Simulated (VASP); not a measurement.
AlN:

```
Al N
1.0
     0.00000    1.96900    1.96900
     1.96900    0.00000    1.96900
     1.96900    1.96900    0.00000
Al N
1 1
Direct
  0.00000 0.00000 0.00000
  0.50000 0.50000 0.50000
```

Measurements of this composition are mostly on another form, of space group No. 186.

```yaml
Program: VASP 6.6.1
Task: relaxation of cell and atoms
Functional: r2SCAN
Dispersion: D4
Potentials_or_basis: VASP PAW PBE potentials, release 64 (Al, N)
Cutoff: 600 eV
k_mesh: 8 × 8 × 8
Occupations: gaussian, width 0.01 eV
Spin: no spin polarisation
```

At the start: pressure 20.5 GPa; volume 7.63 Å³/atom.

**Question.** Where does the relaxation end?

**Answer.** Over 3 steps the energy falls by 30.5 meV/atom and the volume is 8.14 Å³/atom (+6.7 %); space group Fm-3m (No. 225, to 0.05 Å).

The path:
| step | energy change (eV) | largest force (eV/Å) | pressure (GPa) | volume (Å³) |
| --- | --- | --- | --- | --- |
| 1 | 0.0000 | 0.0000 | 20.51 | 15.27 |
| 2 | 0.0154 | 0.0000 | -18.21 | 17.53 |
| 3 | -0.0610 | 0.0000 | -0.17 | 16.29 |

Final structure:
```
Al N
1.0
     0.00000    2.01181    2.01181
     2.01181    0.00000    2.01181
     2.01181    2.01181    0.00000
Al N
1 1
Direct
  0.00000 0.00000 0.00000
  0.50000 0.50000 0.50000
```

Caveat: the PAW data sets were made with another functional, which shifts forces and pressure a little.
